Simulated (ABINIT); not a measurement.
Runs of ABINIT 10.8.3 (patched build) on SiC. Symmetry: P6_3mc, No. 186, hexagonal system. Conventional cell: a = 3.076 Å, b = 3.076 Å, c = 10.071 Å, α = 90.00°, β = 90.00°, γ = 120.00°. Si (site symmetry 3m) has 4 C at 1.88 to 1.89 Å as nearest neighbours. Around Si (site symmetry 3m) lie 4 C at 1.88 to 1.89 Å. C (site symmetry 3m) is surrounded by 4 Si at 1.88 to 1.89 Å. Around C (site symmetry 3m) lie 4 Si at 1.88 to 1.89 Å. The cell is a database's computed one.

```tsv
task	level	potentials or basis	k mesh	gap on the mesh (eV)	pressure (GPa)	largest force (eV/Å)
band structure	LDA	JTH PAW LDA v2.0	10 × 10 × 3	2.18	-4.1	0.01
band structure	RPBE	JTH PAW PBE v2.0	10 × 10 × 3	(a)	6.3	0.01
band structure	LDA-Teter	JTH PAW LDA v2.0	10 × 10 × 3	2.18	-3.9	0.01
single point	PBEsol	JTH PAW PBE v2.0	8 × 8 × 2	2.12	(b)	-
```

Alike in all rows: no spin polarisation; cell as given; cutoff (eV) 544; smearing fermi-dirac 0.05 eV.

**Question.** Estimate the missing entries.

**Answer.** (a) 2.25; (b) 0.0.

Caveats: the PAW data sets were made with another functional, which shifts forces and pressure a little (some runs).

A k mesh can miss the band edges.
